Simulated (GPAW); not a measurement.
Cl:

```
Cl
1.0
     3.14500   -2.25000    0.00000
     3.14500    2.25000    0.00000
     0.00000    0.00000    8.21000
Cl
4
Direct
  0.37000 0.63000 0.40000
  0.13000 0.87000 0.90000
  0.63000 0.37000 0.60000
  0.87000 0.13000 0.10000
```

Program: GPAW 26.7.0. Alike in all runs: no spin polarisation; cell as given; smearing fermi-dirac 0.05 eV.

Question: Order these runs on this cell by their pressure, lowest first.
A. level LDA; potentials or basis the program's PAW data sets (release 1.2.1) made for this functional, pw; k mesh 6 × 6 × 3; cutoff (eV) 450; maxiter 120; convergence default
B. level AM05; potentials or basis PAW data sets generated in the run's folder for this functional, pw; k mesh 5 × 5 × 3; cutoff (eV) 600; maxiter 150; band path GXSRAZGYX1A1TY,ZT; band points 100
C. level RPBE; potentials or basis the program's PAW data sets (release 1.2.1) made for this functional, pw; k mesh 5 × 5 × 3; cutoff (eV) 600; maxiter 150; band path GXSRAZGYX1A1TY,ZT; band points 100

Answer: A (-2.6 GPa), B (-0.1 GPa), C (2.4 GPa).

Caveats: the cutoff is short for stress and forces, so pressures can be off by a GPa or more (some runs).

Runs at the PBE level aren't shown here.
